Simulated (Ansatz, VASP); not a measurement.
# CaSe: VASP beside Ansatz

```
Ca Se
1.0
     0.00000    3.05152    2.96754
     3.05152    0.00000    2.96754
     3.05152    3.05152    0.00000
Ca Se
1 1
Cartesian
  0.0000 0.0000 0.0000
  3.0515 3.0515 2.9675
```

Change from the starting cell: biaxial_xy strain +2.8%.

Alike in both runs: task single point; functional r2SCAN; k mesh 8 × 8 × 8; no spin polarisation.

|  | VASP | Ansatz |
| --- | --- | --- |
| version | VASP 6.6.1 | Ansatz 0.2.0 |
| potentials or method | VASP PAW PBE potentials, release 64 (Ca_sv, Se) | plane waves, PAW |
| plane-wave cutoff (eV) | 520 | 500 |
| occupations | gaussian, width 0.01 eV | fixed |
| valence electrons in the cell | 16 | 26 |

```csv
,VASP,Ansatz,Ansatz less VASP
gap on the k mesh at the Fermi level (eV),2.62,2.62,-0.001
pressure (GPa),-2.3,-2.5,-0.20
largest component of the traceless stress (GPa),1.46,1.41,-0.043
```

The two sets of potentials don't hold the same shells in valence.

Caveats: the PAW data sets were made with another functional, which shifts forces and pressure a little (VASP). A k mesh can miss the band edges.
